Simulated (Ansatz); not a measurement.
# bcc V(110) / bcc Cr(110) interface: specific resistance, part 2 of 3

How much resistance does one bcc V(110) / bcc Cr(110) interface add to a current across the layers?

Ansatz 0.2.0; Ansatz plane-wave DFT, PBE, PAW files; ballistic transport by layer matching (Landauer), zero bias; PAW set soft_1 (the session's first sound run).

So far, transmission per spin nearest the Fermi level: step 2 (transmission: PBE) 0.543.

## 4. Transmission: PBE, coarse mesh, least span asked of the mesh across the current 40 Å

The same cell on a mesh a third as fine shows what a quick run would give. To save time only the energies from -0.06 to 0.06 eV are solved. The mesh is 18×18 and the cutoff, the files' own for this level, 420 eV.

This step: Ansatz plane-wave DFT, PBE, PAW files; ballistic transport by layer matching (Landauer), zero bias; PAW set soft_1 (Ansatz 0.2.0).

input.yaml

```yaml
crystal:
  lattice:
    - [1.477475, -2.0894651831, 0.0]
    - [1.477475, 2.0894651831, 0.0]
    - [0.0, 0.0, 41.8617830098]
  atoms:
    - { symbol: V, position: [0.0, 0.0, 0.0238881368] }
    - { symbol: V, position: [0.5, 0.5, 0.0774892461] }
    - { symbol: V, position: [0.0, 0.0, 0.1310903554] }
    - { symbol: V, position: [0.5, 0.5, 0.1846914647] }
    - { symbol: V, position: [0.0, 0.0, 0.238292574] }
    - { symbol: V, position: [0.5, 0.5, 0.2918936833] }
    - { symbol: V, position: [0.0, 0.0, 0.3454947926] }
    - { symbol: V, position: [0.5, 0.5, 0.3990959019] }
    - { symbol: V, position: [0.0, 0.0, 0.4526970112] }
    - { symbol: V, position: [0.5, 0.5, 0.5062981204] }
    - { symbol: Cr, position: [0.0, 0.0, 0.5562981204] }
    - { symbol: Cr, position: [0.5, 0.5, 0.6026970112] }
    - { symbol: Cr, position: [0.0, 0.0, 0.6490959019] }
    - { symbol: Cr, position: [0.5, 0.5, 0.6954947926] }
    - { symbol: Cr, position: [0.0, 0.0, 0.7418936833] }
    - { symbol: Cr, position: [0.5, 0.5, 0.788292574] }
    - { symbol: Cr, position: [0.0, 0.0, 0.8346914647] }
    - { symbol: Cr, position: [0.5, 0.5, 0.8810903554] }
    - { symbol: Cr, position: [0.0, 0.0, 0.9274892461] }
    - { symbol: Cr, position: [0.5, 0.5, 0.9738881368] }
kpoints:
  mp_grid: { grid: [15, 15, 1] }
hamiltonian:
  xc: pbe
  pseudopotentials: { kind: paw, azcp: { folder: soft_1 } }
scf:
  occupations: { method: fermi_dirac, width: 0.1 }
output:
  transmission:
    leads: [[4, 5], [14, 15]]
    kmesh: [18, 18]
    e_range: [-0.06, 0.06]
    de: 0.04
  write_potential: true
  write_density: true
  volumetric_format: npy
```

Started as:

```console
$ ansatz run input.yaml --threads 4 --pin off --max-ram 15360MiB --backend cpu --events-out ev --progress --plain --runs-dir out
```

Numbers of over 12 decimals in the logs are rounded to 6 here.

Log:

```text
[...]
Crystal: 20 atoms, lattice volume = 258.466 Å³
Basis set: ecut = 420 eV, 5013 PW (Γ)
Bands: 162, of which v1, the nominal top of the filled ones, is band 135 counted from 1 (134 counted from 0)
Symmetry: 8 space group operations
[...]
k-points: 64 of 225
[...]
SCF iter   1: F=—  HF=-62945.994117 eV  |F-HF|=—  |Δ(HF+E_count)|=         —  Δρ=3.14e-1  dr2=1.05e4  ethr=3.10e-3  ⟨swp⟩=5.7  Hψ=35602  notcnv=0
[...]
SCF iter  11: F=-62901.582956 eV  HF=-62901.582956 eV  |F-HF|=3.67e-8  |Δ(HF+E_count)|=   2.84e-8  Δρ=2.54e-6  dr2=3.71e-8  ethr=3.70e-11  ⟨swp⟩=11.4  Hψ=44038  notcnv=0
SCF 1 converged in 11 iterations: F = -62901.582956 eV  dr2 = 3.71e-8
[...]
transmission: 276 of 2730 steps passed
transmission: 552 of 2730 steps passed
[...]
transmission: 2730 of 2730 steps passed
SCF converged after 11 iterations
Free energy (F): -62901.582956 eV
[...]
Internal energy: -62900.801047 eV  (E = F + TS)
E sigma→0 (E₀):  -62901.192002 eV
Entropy (-TS):   -0.781909 eV (-39.095 meV/atom)
Fermi energy:    17.214859 eV
[...]
--- Band table (eV; the first three rows and the last of 64) ---
  k-point 0: bands = [... 131 lower, 17.0111, 17.0356, 17.1385, 17.1410, 17.2412, 17.2437, 17.3052, 17.3065, ... 23 higher]
  k-point 1: bands = [... 131 lower, 17.0543, 17.0564, 17.1433, 17.2064, 17.2297, 17.2316, 17.2771, 17.3113, ... 23 higher]
  k-point 2: bands = [... 131 lower, 16.9635, 17.0185, 17.0577, 17.0700, 17.1090, 17.1366, 17.1709, 17.1893, ... 23 higher]
  k-point 63: bands = [... 131 lower, 17.9781, 18.0110, 18.0464, 18.1656, 18.1821, 18.3123, 18.4027, 18.6128, ... 23 higher]
--- Transmission ---
  basis      : 55 plane waves across, 30 finite elements along
  points     : 91, standing for a mesh of 18 x 18
[...]
channels       : 1.515432e0 a spin
    conductance    : none, the energies end too early or step too widely for 300 K: set another output.transmission.e_range or a lower de, or, where they end at an eighth of basis.ecutwfc, a higher one
    slowest decay  : 0.0174 /Å at (0.5000, 0.1667)
[...]
channels       : 9.444444e-1 a spin
[...]
slowest decay  : 0.0118 /Å at (-0.4444, 0.0556)
  junction   : crystal 0 to crystal 1, 11.80 to 30.78 Å
    transmission   : 5.226597e-1 a spin
[...]
```

Wall time 1.9 min (4 threads of Arm Neoverse V1, shared host); peak memory 2.4 GiB; 7.6 min of CPU time.

The run finished; it serves as a test, and its numbers are not taken as the result.

## 5. Resistance: PBE, coarse mesh

This step: Ansatz plane-wave DFT, PBE, PAW files; ballistic transport by layer matching (Landauer), zero bias; specific resistance of one interface, 1/T less the mean of the leads' 1/N; PAW set soft_1 (Ansatz 0.2.0).

Numbers from this step:

| Quantity | Value |
| --- | --- |
| area resistance | 0.8148 fΩ m² |
| T over the leads' mean channel count | 0.4343 |
| twice the interface resistance (2AR, or 2AR* for magnets) | 1.630 fΩ m² |

Twice the interface resistance is 1.63 fΩ m² here, against 1.55 in the first run; 43.4 % of the two leads' mean channel count pass, 44.5 % before.

## 6. Transmission: LDA

The functional changes to LDA at the same atoms, which shifts d bands against the Fermi level. To save time only the energies from -0.06 to 0.06 eV are solved. The mesh is 50×50 and the cutoff, the files' own for this level, 420 eV.

This step: Ansatz plane-wave DFT, LDA, PAW files; ballistic transport by layer matching (Landauer), zero bias; PAW set soft_1 (Ansatz 0.2.0).

Changes to input.yaml since step 4:

```diff
@@ -29,4 +29,4 @@
 hamiltonian:
-  xc: pbe
-  pseudopotentials: { kind: paw, azcp: { folder: soft_1 } }
+  xc: lda
+  pseudopotentials: { kind: paw, azcp: { folder: soft_1 }, xc_functional: pbe }
 scf:
@@ -36,3 +36,3 @@
     leads: [[4, 5], [14, 15]]
-    kmesh: [18, 18]
+    kmesh: [50, 50]
     e_range: [-0.06, 0.06]
```

Log:

```text
[...]
Crystal: 20 atoms, lattice volume = 258.466 Å³
Basis set: ecut = 420 eV, 5013 PW (Γ)
Bands: 162, of which v1, the nominal top of the filled ones, is band 135 counted from 1 (134 counted from 0)
Symmetry: 8 space group operations
[...]
k-points: 64 of 225
[...]
SCF iter   1: F=—  HF=-61880.230803 eV  |F-HF|=—  |Δ(HF+E_count)|=         —  Δρ=3.15e-1  dr2=1.01e4  ethr=3.10e-3  ⟨swp⟩=5.6  Hψ=35565  notcnv=0
[...]
SCF iter  12: F=-61833.928702 eV  HF=-61833.928702 eV  |F-HF|=1.32e-8  |Δ(HF+E_count)|=   4.23e-9  Δρ=7.97e-7  dr2=1.35e-8  ethr=1.83e-11  ⟨swp⟩=1.0  Hψ=24924  notcnv=0
SCF 1 converged in 12 iterations: F = -61833.928702 eV  dr2 = 1.35e-8
[...]
transmission: 1956 of 19530 steps passed
transmission: 3912 of 19530 steps passed
[...]
transmission: 19530 of 19530 steps passed
SCF converged after 12 iterations
Free energy (F): -61833.928702 eV
[...]
Internal energy: -61833.140475 eV  (E = F + TS)
E sigma→0 (E₀):  -61833.534588 eV
Entropy (-TS):   -0.788227 eV (-39.411 meV/atom)
Fermi energy:    16.869259 eV
[...]
--- Band table (eV; the first three rows and the last of 64) ---
  k-point 0: bands = [... 131 lower, 16.6818, 16.7126, 16.7776, 16.7789, 16.8791, 16.8819, 16.9429, 16.9455, ... 23 higher]
  k-point 1: bands = [... 131 lower, 16.6946, 16.7018, 16.7864, 16.8449, 16.8767, 16.9175, 16.9342, 16.9509, ... 23 higher]
  k-point 2: bands = [... 131 lower, 16.6100, 16.6600, 16.7021, 16.7509, 16.7687, 16.8084, 16.8099, 16.8414, ... 23 higher]
  k-point 63: bands = [... 131 lower, 17.6179, 17.6817, 17.6858, 17.8176, 17.8371, 17.9511, 18.0290, 18.2623, ... 23 higher]
--- Transmission ---
  basis      : 55 plane waves across, 30 finite elements along
  points     : 651, standing for a mesh of 50 x 50
[...]
channels       : 1.563600e0 a spin
[...]
slowest decay  : 0.0143 /Å at (0.2800, 0.0000)
[...]
channels       : 9.328000e-1 a spin
[...]
slowest decay  : 0.0049 /Å at (0.3600, 0.1200)
  junction   : crystal 0 to crystal 1, 11.80 to 30.78 Å
    transmission   : 5.559783e-1 a spin
[...]
```

The job ended after 3.7 min (4 threads; peak memory 2.4 GiB; 14 min of CPU time).

This step gave:

| Quantity | Value |
| --- | --- |
| free energy | -61833.9287 eV |
| energy at zero smearing | -61833.5346 eV |
| Fermi energy | 16.87 eV |
| step of the lead's potential | 1.5 meV |
| step of the upper lead's potential | 4.6 meV |

Per spin. The transmission, zone mean by energy, zero at the Fermi level:

```
energy (eV)  transmission, zone mean
    -0.0600                    0.553
    -0.0200                    0.556
     0.0200                    0.561
     0.0600                    0.558
```

Over the solved energies the transmission per spin lies between 0.553 and 0.561, out of 1.54 channels of the lead on average (up to 1.62).

For the transmission per spin nearest the Fermi level, step 2 gave 0.543; this run, with LDA, gives 0.556 (+2 %).

## 7. Resistance: LDA

This step: Ansatz plane-wave DFT, LDA, PAW files; ballistic transport by layer matching (Landauer), zero bias; specific resistance of one interface, 1/T less the mean of the leads' 1/N; PAW set soft_1 (Ansatz 0.2.0).

This step gave:

```yaml
area_resistance: 0.7503 fΩ m²
t_over_the_leads_mean_channel_count: 0.4481
twice_the_interface_resistance_2ar_or_2ar_star_for_magnets: 1.501 fΩ m²
```

Twice the interface resistance is 1.50 fΩ m² here, against 1.55 in the first run; 44.8 % of the two leads' mean channel count pass, 44.5 % before.

## 8. Transmission: r2SCAN, cutoff 500 eV

The same with r2SCAN, the dearer rung. To save time only the energies from -0.06 to 0.06 eV are solved. The mesh is 50×50 and the cutoff, the files' own for this level, 500 eV.

This step: Ansatz plane-wave DFT, r2SCAN, PAW files; ballistic transport by layer matching (Landauer), zero bias; PAW set soft_1 (Ansatz 0.2.0).

Changes to input.yaml since step 6:

```diff
@@ -29,4 +29,4 @@
 hamiltonian:
-  xc: lda
-  pseudopotentials: { kind: paw, azcp: { folder: soft_1 }, xc_functional: pbe }
+  xc: r2scan
+  pseudopotentials: { kind: paw, azcp: { folder: soft_1 } }
 scf:
```

Log:

```text
[...]
Crystal: 20 atoms, lattice volume = 258.466 Å³
Basis set: ecut = 500 eV, 6587 PW (Γ), exchange–correlation on 80×80×1280 points (64 copies of the dense FFT grid, shifted against one another)
Bands: 162, of which v1, the nominal top of the filled ones, is band 135 counted from 1 (134 counted from 0)
Symmetry: 8 space group operations
[...]
k-points: 64 of 225
[...]
SCF iter   1: F=—  HF=-63035.318267 eV  |F-HF|=—  |Δ(HF+E_count)|=         —  Δρ=2.98e-1  dr2=8.59e3  dr2_τ=4.86e0  ethr=3.10e-3  ⟨swp⟩=5.5  Hψ=36160  notcnv=0
[...]
SCF iter  23: F=-62994.668708 eV  HF=-62994.668708 eV  |F-HF|=2.68e-8  |Δ(HF+E_count)|=   1.20e-8  Δρ=2.90e-6  dr2=3.15e-8  dr2_τ=7.62e-10  ethr=3.70e-11  ⟨swp⟩=1.0  Hψ=21352  notcnv=0
SCF 1 converged in 23 iterations: F = -62994.668708 eV  dr2 = 3.15e-8
[...]
transmission: 2150 of 21483 steps passed
transmission: 4304 of 21483 steps passed
[...]
transmission: 21483 of 21483 steps passed
SCF converged after 23 iterations
Free energy (F): -62994.668708 eV
[...]
Internal energy: -62993.935606 eV  (E = F + TS)
E sigma→0 (E₀):  -62994.302157 eV
Entropy (-TS):   -0.733102 eV (-36.655 meV/atom)
Fermi energy:    17.128976 eV
[...]
--- Band table (eV; the first three rows and the last of 64) ---
  k-point 0: bands = [... 131 lower, 16.9370, 16.9519, 17.0737, 17.0758, 17.1802, 17.1847, 17.2433, 17.2509, ... 23 higher]
  k-point 1: bands = [... 131 lower, 16.9584, 16.9803, 17.0425, 17.0628, 17.1442, 17.1465, 17.1772, 17.2160, ... 23 higher]
  k-point 2: bands = [... 131 lower, 16.8723, 16.8839, 16.9387, 16.9630, 17.0110, 17.0419, 17.1032, 17.1090, ... 23 higher]
  k-point 63: bands = [... 131 lower, 17.9189, 17.9920, 18.0489, 18.1279, 18.1319, 18.3332, 18.4472, 18.5107, ... 23 higher]
--- Transmission ---
  basis      : 63 plane waves across, 33 finite elements along
  points     : 651, standing for a mesh of 50 x 50
[...]
channels       : 1.502800e0 a spin
[...]
slowest decay  : 0.0170 /Å at (-0.4200, 0.3600)
[...]
channels       : 8.576000e-1 a spin
[...]
slowest decay  : 0.0085 /Å at (-0.3400, 0.2000)
  junction   : crystal 0 to crystal 1, 11.80 to 30.78 Å
    transmission   : 4.963494e-1 a spin
[...]
```

Run time: 8 min. Hardware: 4 threads; peak memory 3.3 GiB; 31 min of CPU time.

This step gave:

```yaml
free_energy: -62994.6687 eV
energy_at_zero_smearing: -62994.3022 eV
fermi_energy: 17.13 eV
step_of_the_lead_s_potential: 0.4 meV
step_of_the_upper_lead_s_potential: 5.2 meV
```

Per spin. Table of transmission, zone mean by energy, zero at the Fermi level:

```
energy (eV)  transmission, zone mean
    -0.0600                    0.483
    -0.0200                    0.496
     0.0200                    0.501
     0.0600                    0.500
```

Over the solved energies the transmission per spin lies between 0.483 and 0.501, out of 1.48 channels of the lead on average (up to 1.54).

For the transmission per spin nearest the Fermi level, step 2 gave 0.543; this run, with r2SCAN and cutoff 500 eV, gives 0.496 (-9 %).

## 9. Resistance: r2SCAN

This step: Ansatz plane-wave DFT, r2SCAN, PAW files; ballistic transport by layer matching (Landauer), zero bias; specific resistance of one interface, 1/T less the mean of the leads' 1/N; PAW set soft_1 (Ansatz 0.2.0).

Numbers from this step:

- area resistance: 0.8771 fΩ m²
- T over the leads' mean channel count: 0.4233
- twice the interface resistance (2AR, or 2AR* for magnets): 1.754 fΩ m²

Twice the interface resistance is 1.75 fΩ m² here, against 1.55 in the first run; 42.3 % of the two leads' mean channel count pass, 44.5 % before.

## 10. Transmission: PBE on the lower metal's lattice, in plane spacing 3.026 Å, lattice of V

The common lattice is now the lower metal's own, which puts all the misfit on the upper one. To save time only the energies from -0.06 to 0.06 eV are solved. The mesh is 50×50 and the cutoff, the files' own for this level, 420 eV.

This step: Ansatz plane-wave DFT, PBE, PAW files; ballistic transport by layer matching (Landauer), zero bias; PAW set soft_1 (Ansatz 0.2.0).

The cell differs from the one that the last finished run ended in (a 2.559 → 2.621 Å, b 2.559 → 2.621 Å, c 41.862 → 39.919 Å).

input.yaml

```yaml
crystal:
  lattice:
    - [1.513, -2.1397051199, 0.0]
    - [1.513, 2.1397051199, 0.0]
    - [0.0, 0.0, 39.9190454848]
  atoms:
    - { symbol: V, position: [0.0, 0.0, 0.0250506992] }
    - { symbol: V, position: [0.5, 0.5, 0.0786518085] }
    - { symbol: V, position: [0.0, 0.0, 0.1322529178] }
    - { symbol: V, position: [0.5, 0.5, 0.1858540271] }
    - { symbol: V, position: [0.0, 0.0, 0.2394551363] }
    - { symbol: V, position: [0.5, 0.5, 0.2930562456] }
    - { symbol: V, position: [0.0, 0.0, 0.3466573549] }
    - { symbol: V, position: [0.5, 0.5, 0.4002584642] }
    - { symbol: V, position: [0.0, 0.0, 0.4538595735] }
    - { symbol: V, position: [0.5, 0.5, 0.5074606828] }
    - { symbol: Cr, position: [0.0, 0.0, 0.5574606828] }
    - { symbol: Cr, position: [0.5, 0.5, 0.6038595735] }
    - { symbol: Cr, position: [0.0, 0.0, 0.6502584642] }
    - { symbol: Cr, position: [0.5, 0.5, 0.6966573549] }
    - { symbol: Cr, position: [0.0, 0.0, 0.7430562456] }
    - { symbol: Cr, position: [0.5, 0.5, 0.7894551363] }
    - { symbol: Cr, position: [0.0, 0.0, 0.8358540271] }
    - { symbol: Cr, position: [0.5, 0.5, 0.8822529178] }
    - { symbol: Cr, position: [0.0, 0.0, 0.9286518085] }
    - { symbol: Cr, position: [0.5, 0.5, 0.9750506992] }
kpoints:
  mp_grid: { grid: [15, 15, 1] }
hamiltonian:
  xc: pbe
  pseudopotentials: { kind: paw, azcp: { folder: soft_1 } }
scf:
  occupations: { method: fermi_dirac, width: 0.1 }
output:
  transmission:
    leads: [[4, 5], [14, 15]]
    kmesh: [50, 50]
    e_range: [-0.06, 0.06]
    de: 0.04
  write_potential: true
  write_density: true
  volumetric_format: npy
```

Log:

```text
[...]
Crystal: 20 atoms, lattice volume = 258.466 Å³
Basis set: ecut = 420 eV, 5051 PW (Γ)
Bands: 162, of which v1, the nominal top of the filled ones, is band 135 counted from 1 (134 counted from 0)
Symmetry: 8 space group operations
[...]
k-points: 64 of 225
[...]
SCF iter   1: F=—  HF=-62945.179706 eV  |F-HF|=—  |Δ(HF+E_count)|=         —  Δρ=3.11e-1  dr2=9.52e3  ethr=3.10e-3  ⟨swp⟩=5.8  Hψ=35595  notcnv=0
[...]
SCF iter  12: F=-62901.072093 eV  HF=-62901.072093 eV  |F-HF|=8.77e-9  |Δ(HF+E_count)|=   8.37e-9  Δρ=9.30e-7  dr2=9.23e-9  ethr=3.70e-11  ⟨swp⟩=12.3  Hψ=38745  notcnv=0
SCF 1 converged in 12 iterations: F = -62901.072093 eV  dr2 = 9.23e-9
[...]
transmission: 1892 of 18879 steps passed
transmission: 3782 of 18879 steps passed
[...]
transmission: 18879 of 18879 steps passed
SCF converged after 12 iterations
Free energy (F): -62901.072093 eV
[...]
Internal energy: -62900.278038 eV  (E = F + TS)
E sigma→0 (E₀):  -62900.675066 eV
Entropy (-TS):   -0.794055 eV (-39.703 meV/atom)
Fermi energy:    17.226098 eV
[...]
--- Band table (eV; the first three rows and the last of 64) ---
  k-point 0: bands = [... 131 lower, 17.3381, 17.3687, 17.4355, 17.4745, 17.4894, 17.5017, 17.5593, 17.5848, ... 23 higher]
  k-point 1: bands = [... 131 lower, 17.2427, 17.2507, 17.3551, 17.3927, 17.4183, 17.4846, 17.5393, 17.5400, ... 23 higher]
  k-point 2: bands = [... 131 lower, 17.1573, 17.1870, 17.1993, 17.2251, 17.3098, 17.3277, 17.3888, 17.4423, ... 23 higher]
  k-point 63: bands = [... 131 lower, 17.8385, 18.1163, 18.1225, 18.1374, 18.1622, 18.3563, 18.4797, 18.5548, ... 23 higher]
--- Transmission ---
  basis      : 63 plane waves across, 29 finite elements along
  points     : 651, standing for a mesh of 50 x 50
[...]
channels       : 1.707600e0 a spin
[...]
slowest decay  : 0.0199 /Å at (-0.3400, 0.1400)
[...]
channels       : 1.018400e0 a spin
[...]
slowest decay  : 0.0110 /Å at (-0.3800, 0.2000)
  junction   : crystal 0 to crystal 1, 11.33 to 29.43 Å
    transmission   : 6.690703e-1 a spin
[...]
```

Wall time 3.7 min (4 threads); peak memory 2.4 GiB; 14 min of CPU time.

Numbers from this step:

```
free energy                        : -62901.0721 eV
energy at zero smearing            : -62900.6751 eV
Fermi energy                       : 17.23 eV
cell area                          : 6.475 Å²
step of the lead's potential       : 0.3 meV
step of the upper lead's potential : 5.4 meV
```

Per spin. Transmission, zone mean against energy, zero at the Fermi level:

```
energy (eV)  transmission, zone mean
    -0.0600                    0.682
    -0.0200                    0.669
     0.0200                    0.658
     0.0600                    0.647
```

Over the solved energies the transmission per spin lies between 0.647 and 0.682, out of 1.69 channels of the lead on average (up to 1.80).

[end of part 2 of 3]

[Logs are printed without paths, hosts, clocks, repeated set-up lines and the standing remarks that a program may print on its own settings, such as how far it seeks lower states.]

[Hosts, paths, dates, database ids (printed as entryN), source tags and the programs' standing remarks are cut or masked in the printed files.]
